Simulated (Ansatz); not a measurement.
Crystal: ZrC.

```
Zr C
1.0
     0.00000    2.36500    2.36500
     2.36500    0.00000    2.36500
     2.36500    2.36500    0.00000
Zr C
1 1
Cartesian
  2.3650 2.3650 2.3650
  0.0000 0.0000 0.0000
```

Base run:

* Program: Ansatz 0.2.0
* Functional: PBEsol
* Potentials or basis: all-electron LAPW, scalar-relativistic
* Cutoff: 254 eV
* Density cutoff: 1015 eV
* Basis error allowed: 0.001 eV/atom
* k mesh: 10 × 10 × 10
* Occupations: fermi-dirac, width 0.05 eV
* Spin: no spin polarisation

Its results: pressure -8.4 GPa.

Task: After a change of settings the same cell gave: pressure -7.2 GPa. Which change was it?
A. k mesh from 10 × 10 × 10 to 6 × 6 × 6; occupations from fermi-dirac, width 0.05 eV to fermi-dirac, width 0.03 eV
B. functional from PBEsol to PBE; occupations from fermi-dirac, width 0.05 eV to gaussian, width 0.015 eV
C. hubbard terms from none to Zr d U = 6 eV
D. potentials or basis from all-electron LAPW, scalar-relativistic to all-electron LAPW, non-relativistic

Result: D.

Caveats: relativity is left out, which matters for the heavier elements (some runs).

Not every run made on this cell is shown here.
